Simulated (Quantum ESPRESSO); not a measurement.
Ga under changes of volume

One of the cells (17.718 Å³/atom); the others are scaled copies at fixed shape and fractional positions:

```
Ga
1.0
    -1.38440    1.38440    2.31122
     1.38440   -1.38440    2.31122
     1.38440    1.38440   -2.31122
Ga
1
Direct
  0.00000 0.00000 0.00000
```

This isn't the form of Ga at room conditions, which is orthorhombic.

- Program: Quantum ESPRESSO 7.5
- Functional: LDA
- Potentials or basis: GBRV 1.5 LDA
- Cutoff: 762 eV
- Density cutoff: 6095 eV
- k mesh: 13 × 13 × 13
- Occupations: fermi-dirac, width 0.05 eV
- Spin: no spin polarisation

```tsv
volume (Å³/atom)	energy over the lowest point (meV/atom)	pressure (GPa)
16.655	?	?
17.010	0.00	0.1
17.364	0.99	-1.2
17.718	4.84	-2.4
18.073	11.15	-3.4
18.427	19.58	-4.3
18.781	29.76	-5.1
```

What does the run at 16.655 Å³/atom give?

Energy over the lowest point 2.24 meV/atom; pressure 1.6 GPa.

Worked out: A Birch-Murnaghan fit of order 3 (a polynomial in V^(-2/3)) to the other rows has its minimum at 17.07 Å³/atom with B0 = V·E''(V) = 71 GPa and B' = 6.3 at fixed shape and positions, which overstates the stiffness. It gives 2.36 meV/atom at 16.655 Å³/atom, against the run's 2.24, and -dE/dV = 1.9 GPa, against 1.6.

Energies are extrapolated to zero smearing.
